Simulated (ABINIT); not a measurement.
**SiC (P6_3mc): changed settings of a GW run in ABINIT**

Aim: change inputs of a GW run on SiC (P6_3mc) and see what moves.

Method: PBE and many-body steps on it, plane waves, in ABINIT 10.8.3.

This is a report of a sequence of runs, with most program output left out.

### 1. Starting point

It takes space group P6_3mc (No. 186, hexagonal). The conventional cell has a = 3.074 Å, b = 3.074 Å, c = 5.045 Å, α = 90.00°, β = 90.00°, γ = 120.00°. Nearest to Si lie 4 C at 1.88 to 1.90 Å. C has 4 Si at 1.88 to 1.90 Å nearest. Farther neighbours are not listed.

The cell and positions are those that the Materials Project relaxed with its own functionals (PBE, PBE+U or r2SCAN), kept fixed.

### 2. Screening, 6×6×4 mesh, 180 bands, screening to 228.6 eV

This step: ABINIT 10.8.3; RPA screening on PBE, plane waves, norm-conserving pseudopotentials.

The RPA dielectric matrix is built and inverted for each q.

The input, run.abi:

```
acell 3*1.0 Angstrom
rprim 
  3.073513928196 0.000000000001 0.000000000000
  -1.536756964099 2.661741140703 0.000000000000
  0.000000000000 0.000000000000 5.045247710000
ntypat 2
znucl 14 6
natom 4
typat 1 1 2 2
xred 
  0.333333333333 0.666666666667 0.499602400000
  0.666666666667 0.333333333333 0.999602400000
  0.333333333333 0.666666666667 0.875397600000
  0.666666666667 0.333333333333 0.375397600000
pp_dirpath "pseudos"
pseudos "Si.upf, C.upf"
ecut 37
ngkpt 6 6 4
nshiftk 1
shiftk 0 0 0
kptopt 1
chksymbreak 0
istwfk *1
occopt 1
irdwfk 1
optdriver 3
nband 180
ecuteps 8.4
inclvkb 2
awtr 1
symchi 1
indata_prefix "in"
outdata_prefix "out"
tmpdata_prefix "tmp"
```

Launch:

```sh
> OMP_NUM_THREADS=1 mpirun -n 4 abinit run.abi > log
```

Elapsed: 5 min, on 4 MPI ranks of Arm Neoverse V1, shared host; peak memory 2.1 GiB.

This step gave:

* ε∞ with local fields, on this mesh, along the program's q direction: 6.855
* the same without local fields: 7.508
* plasma frequency: 23.12 eV
* plane waves in the screening matrix: 313

Local fields lower ε∞ by 9 %.

### 3. Base

The self-energy is evaluated for the states that the input lists, and the levels follow from it, in one-shot runs by the linearised quasiparticle equation.

This step: G0W0 on PBE, plane waves, norm-conserving pseudopotentials.

Changes to run.abi since step 2:

```diff
@@ -25,8 +25,19 @@
 irdwfk 1
-optdriver 3
+optdriver 4
 nband 180
+gwcalctyp 0
+ecutsigx 37
+symsigma 1
+nkptgw 3
+kptgw 
+  0.0000000000 0.0000000000 0.0000000000
+  0.3333333333 0.3333333333 0.0000000000
+  0.5000000000 0.0000000000 0.0000000000
+bdgw 
+  7 10
+  6 10
+  7 10
 ecuteps 8.4
-inclvkb 2
-awtr 1
-symchi 1
+irdscr 1
+ppmodel 1
 indata_prefix "in"
```

Run time: 85 s. Hardware: 4 MPI ranks; peak memory 2.3 GiB.

This step gave:

```yaml
g0w0_gap_on_the_points_computed: 2.981 eV
starting_gap_on_the_mesh: 2.275 eV
k_of_the_valence_top: 0, 0, 0
k_of_the_conduction_bottom: 0.3333, 0.3333, 0
z_at_the_valence_top: 0.792
z_at_the_conduction_bottom: 0.824
least_direct_g0w0_gap_on_the_computed_points: 4.902 eV
```

The gap on the mesh goes from 2.28 eV to 2.98 eV, a correction of +0.71 eV.

### 4. Coulomb singularity

Changes to run.abi since step 3:

```diff
@@ -42,2 +42,3 @@
 ppmodel 1
+gw_icutcoul 0
 indata_prefix "in"
```

Wall time 85 s (4 MPI ranks); peak memory 2.3 GiB.

This step gave:

| Quantity | Value |
| --- | --- |
| G0W0 gap on the points computed | 2.875 eV |
| starting gap on the mesh | 2.275 eV |
| k of the valence top | 0, 0, 0 |
| k of the conduction bottom | 0.3333, 0.3333, 0 |
| Z at the valence top | 0.796 |
| Z at the conduction bottom | 0.824 |
| least direct G0W0 gap on the computed points | 4.826 eV |

Against G0W0 in ABINIT (6×6×4 mesh, 180 bands, screening to 228.6 eV, Godby-Needs plasmon pole), the gap moves by −0.106 eV.

### 5. Side by side

Times are wall times on 4 MPI ranks of Arm Neoverse V1, shared host, good to a factor of about two. A run's time includes the screening step that it read.

```csv
run,mesh,bands,screening cutoff (eV),DFT gap (eV),gap on the mesh (eV),direct (eV),ε∞ used,time
base,6×6×4,180,228.6,2.275,2.981,4.902,6.85,6.4 min
Coulomb singularity,6×6×4,180,228.6,2.275,2.875,4.826,6.85,6.4 min
```

### 6. What came out

| Item | Value |
| --- | --- |
| base | 2.981 eV |
| Coulomb singularity | 2.875 eV |
| known limits | not at the basis limit |

What this shows: Coulomb singularity: −0.106 eV against base (keys changed: gw_icutcoul). Bands and cutoff are finite, so the gap is not at the basis limit. The miss can reach some tenths of an eV and take either sign; the mesh is an error of its own. In the G0W0 runs levels were corrected at 3 k points alone, so a gap called «on the mesh» is the least over those, and an edge elsewhere would be missed.

[Paths, hosts, dates, memory and timing lines, banners, echoed tables and standing remarks are left out of the program output.]

[Logs are printed without paths, hosts, clocks, repeated set-up lines and the standing remarks that a program may print on its own settings, such as how far it seeks lower states.]

[Runs of the session that timed out or met a known fault of the program may be left out.]

[Hosts, paths, dates, database ids (printed as entryN), source tags and the programs' standing remarks are cut or masked in the printed files.]

[G0W0 gaps are taken among the corrected bands and points alone; a level outside them can change the order at an edge.]

[Where Ansatz stands beside ABINIT at settings called matched, ABINIT's density can come from a denser mesh and the files from another edition; pairs whose starting gaps differed by over 0.03 eV were left out, so agreement reads better than it is.]
